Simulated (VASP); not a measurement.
# H2 in VASP: relaxation of the atoms with RPBE

Aim: the relaxation of the atoms of H2 with RPBE.

All numbers are computed with VASP 6.6.1; they aren't measurements. Logs are shortened: lines on timing, memory, paths and dates and some standing lists are left out, and cuts for length are marked.

## Step 1: The crystal as given

The cell holds a molecule_in_box, 2 atoms: a = 14.000 Å, b = 14.500 Å, c = 15.000 Å, α = 90.00°, β = 90.00°, γ = 90.00°.

## Step 2: Relaxation of the atoms, RPBE

The input, INCAR:

```
  PREC = Accurate
  ENCUT = 450
  EDIFF = 1E-6
  ISMEAR = 0
  SIGMA = 0.005
  LREAL = F
  LASPH = T
  NELM = 200
  ALGO = Normal
  ISIF = 2
  LWAVE = F
  LCHARG = F
  GGA = RP
  IBRION = 2
  NSW = 80
  EDIFFG = -0.01
  ISYM = 0
```

The input, KPOINTS:

```
regular mesh
0
Gamma
  1 1 1
```

The input, POSCAR:

```
H
1.0
   14.0000000000      0.0000000000      0.0000000000
    0.0000000000     14.5000000000      0.0000000000
    0.0000000000      0.0000000000     15.0000000000
H
2
Direct
    0.4751409400      0.4989812700      0.5011822400
    0.5248590600      0.5010187300      0.4988177600
```

Potentials or basis: VASP PAW PBE potentials, release 64 (H).

Launch:

```sh
$ cat potpaw_PBE.64/H/POTCAR > POTCAR
$ mpirun -np 2 vasp_gam > vasp.out
```

OUTCAR:

```text
PREC = Accurate
   ENCUT = 450
   EDIFF = 1E-6
   ISMEAR = 0
   LREAL = F
   LASPH = T
   NELM = 200
   ISIF = 2
   GGA = RP
   IBRION = 2
   NSW = 80
   EDIFFG = -0.01
   ISYM = 0

 ion  position               nearest neighbor table
   1  0.475  0.499  0.501-   2 0.70
   2  0.525  0.501  0.499-   1 0.70

IMPORTANT INFORMATION: All symmetrisations will be switched off!
NOSYMM: (Re-)initialisation of all symmetry stuff for point group C_1.

----------------------------------------------------------------------------------------

                                     Primitive cell

  volume of cell :    3045.0000

  direct lattice vectors                    reciprocal lattice vectors
    14.000000000  0.000000000  0.000000000     0.071428571  0.000000000  0.000000000
     0.000000000 14.500000000  0.000000000     0.000000000  0.068965517  0.000000000
     0.000000000  0.000000000 15.000000000     0.000000000  0.000000000  0.066666667

  length of vectors
    14.000000000 14.500000000 15.000000000     0.071428571  0.068965517  0.066666667

  position of ions in fractional coordinates (direct lattice)
     0.475140940  0.498981270  0.501182240
     0.524859060  0.501018730  0.498817760

  ion indices of the primitive-cell ions
   primitive index   ion index
                 1           1
                 2           2

----------------------------------------------------------------------------------------

 KPOINTS: regular mesh

Automatic generation of k-mesh.
 Grid dimensions read from file:
 generate k-points for:    1    1    1

 Generating k-lattice:

  Cartesian coordinates                     Fractional coordinates (reciprocal lattice)
     0.071428571  0.000000000  0.000000000     1.000000000  0.000000000  0.000000000
     0.000000000  0.068965517  0.000000000     0.000000000  1.000000000  0.000000000
     0.000000000  0.000000000  0.066666667     0.000000000  0.000000000  1.000000000

  Length of vectors
     0.071428571  0.068965517  0.066666667

  Shift w.r.t. Gamma in fractional coordinates (k-lattice)
     0.000000000  0.000000000  0.000000000

 Subroutine IBZKPT returns following result:
 ===========================================

 Found      1 irreducible k-points:

 Following reciprocal coordinates:
            Coordinates               Weight
  0.000000  0.000000  0.000000      1.000000
   k-points           NKPTS =      1   k-points in BZ     NKDIM =      1   number of bands    NBANDS=      6
   number of dos      NEDOS =    301   number of ions     NIONS =      2
   total plane-waves  NPLWV = ******
   dimension x,y,z NGX =    98 NGY =  100 NGZ =  108
   dimension x,y,z NGXF=   196 NGYF=  200 NGZF=  216
   ions per type =               2
   NGX,Y,Z   is equivalent  to a cutoff of  11.64, 11.47, 11.97 a.u.
   NGXF,Y,Z  is equivalent  to a cutoff of  23.27, 22.93, 23.94 a.u.
 SYSTEM =  unknown system
   PREC   = accura    normal or accurate (medium, high low for compatibility)
   ISTART =      0    job   : 0-new  1-cont  2-samecut
   ICHARG =      2    charge: 1-file 2-atom 10-const
   ISPIN  =      1    spin polarized calculation?
   LNONCOLLINEAR =      F non collinear calculations
   LSORBIT =      F    spin-orbit coupling
   LASPH  =      T    aspherical Exc in radial PAW
   ENCUT  =  450.0 eV  33.07 Ry    5.75 a.u.  24.22 25.08 25.95*2*pi/ulx,y,z
   NELM   =    200;   NELMIN=  2; NELMDL= -5     # of ELM steps
   EDIFF  = 0.1E-05   stopping-criterion for ELM
   LREAL  =      F    real-space projection
   EDIFFG = -.1E-01   stopping-criterion for IOM
   NSW    =     80    number of steps for IOM
   IBRION =      2    ionic relax: 0-MD 1-quasi-New 2-CG
   NFREE  =      1    steps in history (QN), initial steepest desc. (CG)
   ISIF   =      2    stress and relaxation
   ISYM   =      0    0-nonsym 1-usesym 2-fastsym
   POTIM  = 0.5000    time-step for ionic-motion
   TEBEG  =    0.0;   TEEND  =   0.0 temperature during run
   PSTRESS=    0.0 pullay stress
   NELECT =       2.0000    total number of electrons
   NUPDOWN=      -1.0000    fix difference up-down
   EMIN   =  10.00;   EMAX   =-10.00  energy-range for DOS
   EFERMI =   0.00;   METHOD = LEGACY
   ISMEAR =     0;   SIGMA  =   0.01  broadening in eV -4-tet -1-fermi 0-gaus
   EFERMI_NEDOS =   21; number of points for ismear=-14 and -15
   IALGO  =     38    algorithm
   IMIX   =      4    mixing-type and parameters
     AMIX     =   0.40;   BMIX     =  1.00
     AMIX_MAG =   1.60;   BMIX_MAG =  1.00
  volume/ion in A,a.u.               =    1522.50     10274.34
  Fermi-wavevector in a.u.,A,eV,Ry     =   0.142306  0.268919  0.275531  0.020251
  Thomas-Fermi vector in A             =   0.804387
   LORBIT       =      0    0 simple, 1 ext, 2 COOP (PROOUT), +10 PAW based schemes
   GGA     = RP    functional components
   LHFCALC =     F    Hartree Fock is set to
   AEXX    =    0.0000 exact exchange contribution
   IVDW    =     0    specifies the selected vdW correction
   LEPSILON=     F    determine dielectric tensor
   LRPA    =     F    only Hartree local field effects (RPA)
 conjugate gradient relaxation of ions
 non-spin polarized calculation
 Gauss-broadening in eV      SIGMA  =   0.01
  energy-cutoff  :      450.00
  volume of cell :     3045.00
 maximum number of plane-waves:     33027
 NGX is ok and might be reduce to    98
   NGX = 49   NGY = 51   NGZ = 51

--------------------------------------- Ionic step        1  -------------------------------------------

 number of electron       2.0000002 magnetization

 Free energy of the ion-electron system (eV)
  ---------------------------------------------------
  ext. energy  EPLUGINS =         0.00000000
  ---------------------------------------------------
  free energy    TOTEN  =        -6.93846081 eV

  energy without entropy =       -6.93846081  energy(sigma->0) =       -6.93846081

------------------------ aborting loop because EDIFF is reached ----------------------------------------

  FORCE on cell =-STRESS in cart. coord.  units (eV):
  Direction    XX          YY          ZZ          XY          YZ          ZX
  --------------------------------------------------------------------------------------
  -------------------------------------------------------------------------------------
  Total        1.3171031     -0.0682724     -0.0672058      0.0588805     -0.0029791     -0.0707632
  in kB        0.6930157     -0.0359227     -0.0353614      0.0309809     -0.0015675     -0.0372332
  external PRESSURE =       0.2072439 kB  Pullay stress =       0.0000000 kB

 VOLUME and BASIS-vectors are now :
 -----------------------------------------------------------------------------
  energy-cutoff  :      450.00
  volume of cell :     3045.00
      direct lattice vectors                 reciprocal lattice vectors
    14.000000000  0.000000000  0.000000000     0.071428571  0.000000000  0.000000000
     0.000000000 14.500000000  0.000000000     0.000000000  0.068965517  0.000000000
     0.000000000  0.000000000 15.000000000     0.000000000  0.000000000  0.066666667

 POSITION                                       TOTAL-FORCE (eV/Angst)
 -----------------------------------------------------------------------------------
      6.65197      7.23523      7.51773        -2.020528     -0.085637      0.103034
      7.34803      7.26477      7.48227         2.020528      0.085637     -0.103034
 -----------------------------------------------------------------------------------
    total drift:                               -0.000000      0.000000      0.000000

  FREE ENERGIE OF THE ION-ELECTRON SYSTEM (eV)
  ---------------------------------------------------
  free  energy   TOTEN  =        -6.9384608069 eV

  energy  without entropy=       -6.9384608069  energy(sigma->0) =       -6.93846081

--------------------------------------- Ionic step        2  -------------------------------------------

 number of electron       2.0000000 magnetization

 E-fermi :  -9.7349     XC(G=0):  -0.1631

 val. band max:       -9.7579903381   @ k =   0.0000   0.0000   0.0000
 cond. band min:      -0.3231315587   @ k =   0.0000   0.0000   0.0000
 fundamental gap:      9.4348587794
 Fermi energy:        -9.7348779155

 k-point     1 :       0.0000    0.0000    0.0000
  band No.  band energies     occupation
      1      -9.7580      2.00000
      2      -0.3231      0.00000
      3      -0.1120      0.00000
      4       0.4424      0.00000
      5       0.4814      0.00000
      6       0.5142      0.00000

------------------------ aborting loop because EDIFF is reached ----------------------------------------

  FORCE on cell =-STRESS in cart. coord.  units (eV):
  Direction    XX          YY          ZZ          XY          YZ          ZX
  --------------------------------------------------------------------------------------
  -------------------------------------------------------------------------------------
  Total       -2.9734304     -0.0654716     -0.0677769     -0.1235928      0.0063194      0.1484882
  in kB       -1.5645198     -0.0344490     -0.0356620     -0.0650304      0.0033251      0.0781296
  external PRESSURE =      -0.5448769 kB  Pullay stress =       0.0000000 kB

 VOLUME and BASIS-vectors are now :
 -----------------------------------------------------------------------------
  energy-cutoff  :      450.00
  volume of cell :     3045.00
      direct lattice vectors                 reciprocal lattice vectors
    14.000000000  0.000000000  0.000000000     0.071428571  0.000000000  0.000000000
     0.000000000 14.500000000  0.000000000     0.000000000  0.068965517  0.000000000
     0.000000000  0.000000000 15.000000000     0.000000000  0.000000000  0.066666667

 POSITION                                       TOTAL-FORCE (eV/Angst)
 -----------------------------------------------------------------------------------
      6.55450      7.23110      7.52270         3.275179      0.139016     -0.166863
      7.44550      7.26890      7.47730        -3.275179     -0.139016      0.166863
 -----------------------------------------------------------------------------------
    total drift:                               -0.000000      0.000000      0.000000

  FREE ENERGIE OF THE ION-ELECTRON SYSTEM (eV)
  ---------------------------------------------------
  free  energy   TOTEN  =        -6.7088024598 eV

  energy  without entropy=       -6.7088024598  energy(sigma->0) =       -6.70880246

--------------------------------------- Ionic step        3  -------------------------------------------

 number of electron       2.0000000 magnetization

------------------------ aborting loop because EDIFF is reached ----------------------------------------

  FORCE on cell =-STRESS in cart. coord.  units (eV):
  Direction    XX          YY          ZZ          XY          YZ          ZX
  --------------------------------------------------------------------------------------
  -------------------------------------------------------------------------------------
  Total       -0.1357848     -0.0680913     -0.0681482     -0.0028715      0.0001685      0.0034638
  in kB       -0.0714454     -0.0358274     -0.0358573     -0.0015109      0.0000886      0.0018225
  external PRESSURE =      -0.0477100 kB  Pullay stress =       0.0000000 kB

 VOLUME and BASIS-vectors are now :
 -----------------------------------------------------------------------------
  energy-cutoff  :      450.00
  volume of cell :     3045.00
      direct lattice vectors                 reciprocal lattice vectors
    14.000000000  0.000000000  0.000000000     0.071428571  0.000000000  0.000000000
     0.000000000 14.500000000  0.000000000     0.000000000  0.068965517  0.000000000
     0.000000000  0.000000000 15.000000000     0.000000000  0.000000000  0.066666667

 POSITION                                       TOTAL-FORCE (eV/Angst)
 -----------------------------------------------------------------------------------
      6.62643      7.23415      7.51904         0.063850      0.002767     -0.003167
      7.37357      7.26585      7.48096        -0.063850     -0.002767      0.003167
 -----------------------------------------------------------------------------------
    total drift:                               -0.000000     -0.000000      0.000000

  FREE ENERGIE OF THE ION-ELECTRON SYSTEM (eV)
  ---------------------------------------------------
  free  energy   TOTEN  =        -6.9856480992 eV

  energy  without entropy=       -6.9856480992  energy(sigma->0) =       -6.98564810

--------------------------------------- Ionic step        4  -------------------------------------------

 number of electron       2.0000001 magnetization

 Free energy of the ion-electron system (eV)
  ---------------------------------------------------
  ext. energy  EPLUGINS =         0.00000000
  ---------------------------------------------------
  free energy    TOTEN  =        -6.98570617 eV

  energy without entropy =       -6.98570617  energy(sigma->0) =       -6.98570617

 E-fermi : -10.3649     XC(G=0):  -0.1477

 val. band max:      -10.3894634000   @ k =   0.0000   0.0000   0.0000
 cond. band min:      -0.1021570145   @ k =   0.0000   0.0000   0.0000
 fundamental gap:     10.2873063855
 Fermi energy:       -10.3649337329

 k-point     1 :       0.0000    0.0000    0.0000
  band No.  band energies     occupation
      1     -10.3895      2.00000
      2      -0.1022      0.00000
      3       0.1690      0.00000
      4       0.4749      0.00000
      5       0.5060      0.00000
      6       0.5126      0.00000

------------------------ aborting loop because EDIFF is reached ----------------------------------------

  FORCE on cell =-STRESS in cart. coord.  units (eV):
  Direction    XX          YY          ZZ          XY          YZ          ZX
  --------------------------------------------------------------------------------------
  -------------------------------------------------------------------------------------
  Total       -0.0956110     -0.0682316     -0.0682597     -0.0011586      0.0000819      0.0014065
  in kB       -0.0503073     -0.0359012     -0.0359160     -0.0006096      0.0000431      0.0007401
  external PRESSURE =      -0.0407082 kB  Pullay stress =       0.0000000 kB

 VOLUME and BASIS-vectors are now :
 -----------------------------------------------------------------------------
  energy-cutoff  :      450.00
  volume of cell :     3045.00
      direct lattice vectors                 reciprocal lattice vectors
    14.000000000  0.000000000  0.000000000     0.071428571  0.000000000  0.000000000
     0.000000000 14.500000000  0.000000000     0.000000000  0.068965517  0.000000000
     0.000000000  0.000000000 15.000000000     0.000000000  0.000000000  0.066666667

 POSITION                                       TOTAL-FORCE (eV/Angst)
 -----------------------------------------------------------------------------------
      6.62721      7.23418      7.51900         0.009757      0.000476     -0.000412
      7.37279      7.26582      7.48100        -0.009757     -0.000476      0.000412
 -----------------------------------------------------------------------------------
    total drift:                                0.000000     -0.000000     -0.000000

  FREE ENERGIE OF THE ION-ELECTRON SYSTEM (eV)
  ---------------------------------------------------
  free  energy   TOTEN  =        -6.9857061660 eV

  energy  without entropy=       -6.9857061660  energy(sigma->0) =       -6.98570617

 reached required accuracy - stopping structural energy minimisation
```

Run time: 99 s. Hardware: 2 MPI ranks of Intel Xeon 6975P-C (Granite Rapids), shared host; peak memory 1 GiB.

Results:

```yaml
Free_energy: -6.9857 eV
Energy_gained_by_relaxing: 23.6 meV/atom
Ionic_steps: 4
Largest_force_after_relaxing: 0.010 eV/Å
Gap_between_the_frontier_levels: 10.29 eV
```

Forces on the atoms (eV/Å):
```
H    0.010  0.000  0.000
H   -0.010  0.000  0.000
```

The path:
| step | energy change (eV) | largest force (eV/Å) | pressure (GPa) |
| --- | --- | --- | --- |
| 1 | 0.0000 | 2.0250 | 0.02 |
| 2 | 0.2297 | 3.2824 | -0.05 |
| 3 | -0.0472 | 0.0640 | 0.00 |
| 4 | -0.0472 | 0.0098 | 0.00 |

Final structure:
```
CELL_PARAMETERS angstrom
14.00000 0.00000 0.00000
0.00000 14.50000 0.00000
0.00000 0.00000 15.00000
ATOMIC_POSITIONS crystal
H 0.47337 0.49891 0.50127
H 0.52663 0.50109 0.49873
```

Levels at points of the mesh, in eV from the valence-band top:
```
           k point  band 1  band 2  band 3  band 4
(0.00, 0.00, 0.00)    0.00   10.29   10.56   10.86
```

Caveat: the PAW data sets were made with another functional, which shifts forces and pressure a little.
